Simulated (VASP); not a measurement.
Zr: relaxation of cell and atoms with LDA

Crystal: Zr.

```xyz
3
Lattice="5.0328 0.0000 0.0000 -2.5164 4.3585 0.0000 0.0000 0.0000 3.1324" Properties=species:S:1:pos:R:3 pbc="T T T"
Zr    2.5164    1.4528    1.5662
Zr    0.0000    2.9057    1.5662
Zr    0.0000    0.0000    0.0000
```

The cell was built by a generator and needn't be a form met in nature.

```yaml
Program: VASP 6.6.1
Task: relaxation of cell and atoms
Functional: LDA
Potentials_or_basis: VASP PAW LDA potentials, release 64 (Zr_sv)
Cutoff: 600 eV
k_mesh: 9 × 9 × 12
Occupations: methfessel-paxton, width 0.1 eV
Spin: no spin polarisation
Target_pressure: 5.19 GPa
Further_INCAR_settings: ALGO = Normal; EDIFF = 1e-06; IBRION = 2; EDIFFG = -0.01; NSW = 90; ISIF = 3
Target_pressure: 5.19 GPa
```

| Item | Value |
| --- | --- |
| Relaxed volume | 20.65 Å³/atom |
| Relaxed cell | a = 4.849 Å, b = 4.849 Å, c = 3.043 Å, α = 90.00°, β = 90.00°, γ = 120.00° |
| Space group after relaxing (to 0.05 Å) | P6/mmm (No. 191) |
| Energy change on relaxing (the enthalpy is what falls) | -10.7 meV/atom |
| Ionic steps | 9 |
| Pressure after relaxing | 5.2 GPa |
| Band gap on the k mesh | none (metal or under the smearing width) |

The path:
```tsv
step	energy change (eV)	largest force (eV/Å)	pressure (GPa)	volume (Å³)
1	0.0000	0.0000	-5.76	68.71
2	0.6672	0.0000	25.83	54.30
3	-0.0377	0.0000	4.79	62.16
4	-0.0319	0.0000	5.16	61.97
5	-0.0276	0.0000	5.42	61.84
6	-0.0358	0.0000	4.96	62.08
7	-0.0341	0.0000	5.05	62.03
8	-0.0309	0.0000	5.26	61.93
9	-0.0321	0.0000	5.22	61.96
```

Final structure:
```
Zr
1.0
     4.84924    0.00000    0.00000
    -2.42462    4.19957    0.00000
     0.00000    0.00000    3.04259
Zr
3
Direct
  0.66667 0.33333 0.50000
  0.33333 0.66667 0.50000
  0.00000 0.00000 0.00000
```

Levels at points of the mesh, in eV from the Fermi level:
```
           k point  band 14  band 15  band 16  band 17  band 18  band 19  band 20  band 21  band 22
(0.00, 0.00, 0.00)    -2.75    -0.42    -0.42    -0.35    -0.35    -0.17     0.89     1.75     1.75
(0.00, 0.00, 0.50)    -2.94    -2.15    -2.15    -2.02    -1.19     1.31     1.31     1.89     1.89
```

Wall time 5 min on 1 thread of Intel(R) Xeon(R) 6975P-C (Granite Rapids), on a shared host, peak memory 0.26 GiB.

Caveat: the cell is relaxed towards a set pressure, so the enthalpy falls and the energy may rise.
